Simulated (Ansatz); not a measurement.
The elements of this relaxed trial crystal are hidden behind letters.

```
lattice vectors (Å)
   1.6340    0.9434    5.6219
  -1.6340    0.9434    5.6219
   0.0000   -1.8868    5.6219
fractional positions
X 0.9957 0.9957 0.9957
X 0.1698 0.1698 0.1698
Z 0.4158 0.4158 0.4158
Z 0.5853 0.5853 0.5853
```

All numbers below come from DFT PBE, scalar-relativistic, plane waves, PAW in Ansatz 0.2.0. Plane waves to 420 eV, an 18×18×18 mesh through Γ for the 4-atom cell and 0.10 eV Gaussian smearing; no spin polarisation.

```
Space group                                 : R3m (No. 160)
Conventional cell                           : a = 3.268 Å, c = 16.866 Å
Volume per atom                             : 13.00 Å³
Density                                     : 12.17 g/cm³
Energy over the elements                    : −0.51 eV/atom
Gap on the 18×18×18 mesh of the 4-atom cell : 0 eV (a metal)
```

Energies are uncorrected and count from the elements' standard states at the same level.

**Question.** X is a d-block element of period 6 and Z is a p-block element of period 2. Which elements are they?

**Answer.** X = Hf, Z = C, so the formula is HfC. Density times volume gives a mean mass of 12.17 × 13.00/1.6605 = 95.3 u per atom, and this set has 95.3 u. Among the elements that the hints allow, noble gases aside, only these give it. Hf on its first site is surrounded by 6 C at 2.29–2.39 Å and 1 Hf at 2.94 Å; Hf on its second site has 6 C at 2.34–2.39 Å and 1 Hf at 2.94 Å; C on its first site has 6 Hf at 2.39 Å; 1 more site not described.

Spin–orbit coupling, which can matter for Hf, is left out. Symmetry constrained the relaxation, so the result can be a saddle point.
